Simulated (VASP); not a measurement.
# Mo (P6/mmm) in VASP: notebook, part 2 of 2

VASP 6.6.1. The steps go on from the part before.

## (3) Single point, PBE

This run uses another cell than the first one: it holds 3 atoms, not 6.

Input file INCAR:

```
SYSTEM = Mo
PREC = Accurate
ENCUT = 520
EDIFF = 1E-7
ISMEAR = 0
SIGMA = 0.1
LREAL = .FALSE.
LASPH = .TRUE.
NELM = 100
ALGO = Fast
ISIF = 2
LWAVE = .FALSE.
LCHARG = .FALSE.
GGA = PE
NBANDS = 28
```

Input file KPOINTS:

```
Automatic mesh
0
G
  6 6 6
  0 0 0
```

Input file POSCAR:

```
Mo
1.0
    4.6687925106      0.0000000000      0.0000000000
   -2.3343962553      4.0432929192      0.0000000000
    0.0000000000      0.0000000000      2.5488311674
Mo
3
Direct
    0.0000000000      0.0000000000      0.0000000000
    0.3333333333      0.6666666667      0.5000000000
    0.6666666667      0.3333333333      0.5000000000
```

Potentials or basis: VASP PAW PBE potentials, release 64 (Mo_sv).

The run is started by

```
$ cat potpaw_PBE.64/Mo_sv/POTCAR > POTCAR
$ mpirun -np 1 vasp_std > vasp.out
```

OUTCAR:

```text
SYSTEM = Mo
   PREC = Accurate
   ENCUT = 520
   EDIFF = 1E-7
   ISMEAR = 0
   LREAL = .FALSE.
   LASPH = .TRUE.
   NELM = 100
   ISIF = 2
   GGA = PE

 ion  position               nearest neighbor table
   1  0.000  0.000  0.000-   2 2.98   3 2.98   2 2.98   3 2.98   3 2.98   3 2.98   2 2.98   2 2.98
                             3 2.98   3 2.98   2 2.98   2 2.98
   2  0.333  0.667  0.500-   3 2.70   3 2.70   3 2.70   1 2.98   1 2.98   1 2.98   1 2.98   1 2.98
                             1 2.98
   3  0.667  0.333  0.500-   2 2.70   2 2.70   2 2.70   1 2.98   1 2.98   1 2.98   1 2.98   1 2.98
                             1 2.98

  LATTYP: Found a hexagonal cell.
 ALAT       =     4.6687925106
 C/A-ratio  =     0.5459294157

  Lattice vectors:

 A1 = (   4.6687925106,   0.0000000000,   0.0000000000)
 A2 = (  -2.3343962553,   4.0432929192,   0.0000000000)
 A3 = (   0.0000000000,   0.0000000000,   2.5488311674)

Analysis of symmetry for initial positions (statically):
=====================================================================
 Subroutine PRICEL returns:
 Original cell was already a primitive cell.

 Routine SETGRP: Setting up the symmetry group for a
 hexagonal supercell.

 Subroutine GETGRP returns: Found 24 space group operations
 (whereof 24 operations were pure point group operations)
 out of a pool of 24 trial point group operations.

The static configuration has the point symmetry D_6h.

Analysis of symmetry for dynamics (positions and initial velocities):
=====================================================================
 Subroutine PRICEL returns:
 Original cell was already a primitive cell.

 Routine SETGRP: Setting up the symmetry group for a
 hexagonal supercell.

 Subroutine GETGRP returns: Found 24 space group operations
 (whereof 24 operations were pure point group operations)
 out of a pool of 24 trial point group operations.

The dynamic configuration has the point symmetry D_6h.

 Subroutine INISYM returns: Found 24 space group operations
 (whereof 24 operations are pure point group operations),
 and found     1 'primitive' translations
[... 119 lines left out ...]
  Fermi-wavevector in a.u.,A,eV,Ry     =   1.564580  2.956627 33.305826  2.447909
  Thomas-Fermi vector in A             =   2.667182
   LORBIT       =      0    0 simple, 1 ext, 2 COOP (PROOUT), +10 PAW based schemes
   GGA     = PE    functional components
   LHFCALC =     F    Hartree Fock is set to
   AEXX    =    0.0000 exact exchange contribution
   IVDW    =     0    specifies the selected vdW correction
   LEPSILON=     F    determine dielectric tensor
   LRPA    =     F    only Hartree local field effects (RPA)
 non-spin polarized calculation
 RMM-DIIS sequential band-by-band and
 Gauss-broadening in eV      SIGMA  =   0.10
  energy-cutoff  :      520.00
  volume of cell :       48.12
 maximum number of plane-waves:      1312
 NGX is ok and might be reduce to    36

 number of electron      42.0000005 magnetization

 Free energy of the ion-electron system (eV)
  ---------------------------------------------------
  ext. energy  EPLUGINS =         0.00000000
  ---------------------------------------------------
  free energy    TOTEN  =       -31.71076236 eV

  energy without entropy =      -31.68797202  energy(sigma->0) =      -31.69936719

 E-fermi :  12.0381     XC(G=0): -13.2075

 val. band max:       12.0376341802   @ k =   0.3333   0.1667   0.5000
 cond. band min:      12.0648303797   @ k =   0.3333   0.1667   0.3333
 fundamental gap:      0.0271961995
 Fermi energy:        12.0380940697

 k-point     1 :       0.0000    0.0000    0.0000
  band No.  band energies     occupation
      1     -49.0316      2.00000
      2     -48.8271      2.00000
      3     -48.6735      2.00000
      4     -23.2146      2.00000
      5     -23.2146      2.00000
      6     -23.1769      2.00000
[... 733 lines left out ...]
     27      16.9009      0.00000
     28      17.0922      0.00000

 [... further k-points ...]

------------------------ aborting loop because EDIFF is reached ----------------------------------------

  FORCE on cell =-STRESS in cart. coord.  units (eV):
  Direction    XX          YY          ZZ          XY          YZ          ZX
  --------------------------------------------------------------------------------------
  -------------------------------------------------------------------------------------
  Total        0.1270677      0.1270677      0.1941185      0.0000000      0.0000000      0.0000000
  in kB        4.2312120      4.2312120      6.4639305      0.0000000      0.0000000      0.0000000
  external PRESSURE =       4.9754515 kB  Pullay stress =       0.0000000 kB

 VOLUME and BASIS-vectors are now :
 -----------------------------------------------------------------------------
  energy-cutoff  :      520.00
  volume of cell :       48.12
      direct lattice vectors                 reciprocal lattice vectors
     4.668792511  0.000000000  0.000000000     0.214188143  0.123661582  0.000000000
    -2.334396255  4.043292919  0.000000000     0.000000000  0.247323165  0.000000000
     0.000000000  0.000000000  2.548831167     0.000000000  0.000000000  0.392336696

 POSITION                                       TOTAL-FORCE (eV/Angst)
 -----------------------------------------------------------------------------------
      0.00000      0.00000      0.00000         0.000000     -0.000000      0.000000
     -0.00000      2.69553      1.27442        -0.000000      0.000000     -0.000000
      2.33440      1.34776      1.27442         0.000000     -0.000000      0.000000
 -----------------------------------------------------------------------------------
    total drift:                                0.000000      0.000000     -0.000000

  FREE ENERGIE OF THE ION-ELECTRON SYSTEM (eV)
  ---------------------------------------------------
  free  energy   TOTEN  =       -31.7107623605 eV

  energy  without entropy=      -31.6879720241  energy(sigma->0) =      -31.69936719
```

Run time: 17 s. Hardware: 1 thread of Intel Xeon 6975P-C (Granite Rapids), shared host; peak memory 0.17 GiB.

Results:

```
Free energy            : -31.7108 eV
Pressure               : 0.5 GPa
Band gap on the k mesh : none (metal or under the smearing width)
```

Levels at points of the mesh, in eV from the Fermi level:
```tsv
k point	band 17	band 18	band 19	band 20	band 21	band 22	band 23	band 24	band 25	band 26
(0.00, 0.00, 0.00)	-2.21	-2.21	-2.14	-2.14	-0.57	-0.57	1.77	1.77	1.87	1.87
(0.50, 0.00, 0.00)	-3.06	-2.65	-2.21	-2.20	0.87	1.13	1.93	2.00	2.10	2.51
(0.00, 0.00, 0.50)	-2.69	-1.45	-1.22	-1.22	0.09	0.09	2.35	2.35	3.04	3.04
(0.50, 0.00, 0.50)	-2.25	-2.01	-1.86	-0.26	-0.23	1.10	1.19	2.11	2.35	3.64
```

Caveat: the k mesh is coarse (spacing up to 0.41 Å⁻¹), so the values aren't converged.

## (4) Relaxation of cell and atoms, PBE

This run uses another cell than the first one, of 18.46 Å³/atom, 1.151 times its volume.

Input file INCAR:

```
SYSTEM = Mo
  ALGO = Fast
  EDIFF = 1E-6
  EDIFFG = -0.04
  ENCUT = 600
  GGA = PE
  IBRION = 2
  ISIF = 3
  ISMEAR = 0
  LASPH = .True.
  LCHARG = .False.
  LREAL = .False.
  LWAVE = .False.
  NELM = 100
  NSW = 90
  PREC = Accurate
  SIGMA = 0.1
```

Input file KPOINTS:

```
k-points
0
Gamma
  6 6 6
  0 0 0
```

Input file POSCAR:

```
Mo
1.0
    4.7077299181      0.0000000000      0.0000000000
   -2.3538649591      4.0770137032      0.0000000000
    0.0000000000      0.0000000000      2.8860431237
Mo
3
Direct
    0.0000000000      0.0000000000      0.0000000000
    0.3333333333      0.6666666667      0.5000000000
    0.6666666667      0.3333333333      0.5000000000
```

The run is started by

```
$ cat potpaw_PBE.64/Mo_sv/POTCAR > POTCAR
$ mpirun -np 1 vasp_std > vasp.out
```

Run time: 3.2 min. Hardware: 1 thread of Intel Xeon 6975P-C (Granite Rapids), shared host; peak memory 0.22 GiB.

It converged, with:

* Free energy: -31.7153 eV
* Relaxed volume: 16.06 Å³/atom
* Relaxed cell: a = 4.668 Å, b = 4.668 Å, c = 2.554 Å, α = 90.00°, β = 90.00°, γ = 120.00°
* Space group after relaxing (to 0.05 Å): P6/mmm (No. 191)
* Energy gained by relaxing: 330.0 meV/atom
* Ionic steps: 11
* Pressure after relaxing: 0.0 GPa
* Band gap on the k mesh: none (metal or under the smearing width)

Stress tensor (GPa, compression positive):
```
 0.21  0.00  0.00
 0.00  0.21  0.00
 0.00  0.00 -0.39
```

Step by step:
| step | energy change (eV) | largest force (eV/Å) | pressure (GPa) | volume (Å³) |
| --- | --- | --- | --- | --- |
| 1 | 0.0000 | 0.0000 | -23.89 | 55.39 |
| 2 | 2.9093 | 0.0000 | 131.18 | 35.94 |
| 3 | -0.7875 | 0.0000 | 0.80 | 48.08 |
| 4 | -0.7952 | 0.0000 | 3.11 | 47.63 |
| 5 | -0.7966 | 0.0000 | 4.37 | 47.39 |
| 6 | -0.8426 | 0.0000 | 11.06 | 46.73 |
| 7 | -0.9695 | 0.0000 | 5.69 | 47.09 |
| 8 | -0.9696 | 0.0000 | 5.86 | 47.08 |
| 9 | -0.9297 | 0.0000 | -9.07 | 50.26 |
| 10 | -0.9899 | 0.0000 | -0.08 | 48.22 |
| 11 | -0.9899 | 0.0000 | 0.01 | 48.19 |

Final structure:
```cif
data_structure
_symmetry_space_group_name_H-M 'P 1'
_symmetry_Int_Tables_number 1
_cell_length_a 4.6677
_cell_length_b 4.6677
_cell_length_c 2.5542
_cell_angle_alpha 90.000
_cell_angle_beta 90.000
_cell_angle_gamma 120.000
_cell_volume 48.19
loop_
_atom_site_label
_atom_site_type_symbol
_atom_site_fract_x
_atom_site_fract_y
_atom_site_fract_z
_atom_site_occupancy
Mo1 Mo 0.00000 0.00000 0.00000 1
Mo2 Mo 0.33333 0.66667 0.50000 1
Mo3 Mo 0.66667 0.33333 0.50000 1
```

Levels at points of the mesh, in eV from the Fermi level:
```
           k point  band 18  band 19  band 20  band 21  band 22  band 23  band 24  band 25
(0.00, 0.00, 0.00)    -2.19    -2.13    -2.13    -0.56    -0.56     1.75     1.75     1.84
(0.50, 0.00, 0.00)    -2.64    -2.18    -2.18     0.84     1.14     1.93     1.97     2.07
(0.00, 0.00, 0.50)    -1.46    -1.20    -1.20     0.09     0.09     2.36     2.36     3.05
(0.50, 0.00, 0.50)    -2.02    -1.84    -0.26    -0.23     1.10     1.18     2.11     2.36
```

Caveat: the k mesh is coarse (spacing up to 0.36 Å⁻¹), so the values aren't converged.

## (5) Overview

```csv
task,cell,k mesh,cutoff (eV),gap on the mesh (eV),pressure (GPa)
single point,random cell without symmetry,4 × 6 × 4,520,none,0.5
single point,"P6/mmm, 16.04 Å³/atom",6 × 6 × 6,520,none,0.5
relaxation of cell and atoms,relaxed,6 × 6 × 6,600,none,0.0
```

Alike in all rows: level PBE; potentials or basis VASP PAW PBE potentials, release 64 (Mo_sv); no spin polarisation; smearing gaussian 0.1 eV; the mesh is coarse, so values aren't converged.

Caveats: all runs use coarse meshes.

Absolute energies hang on the potentials; compare differences alone.
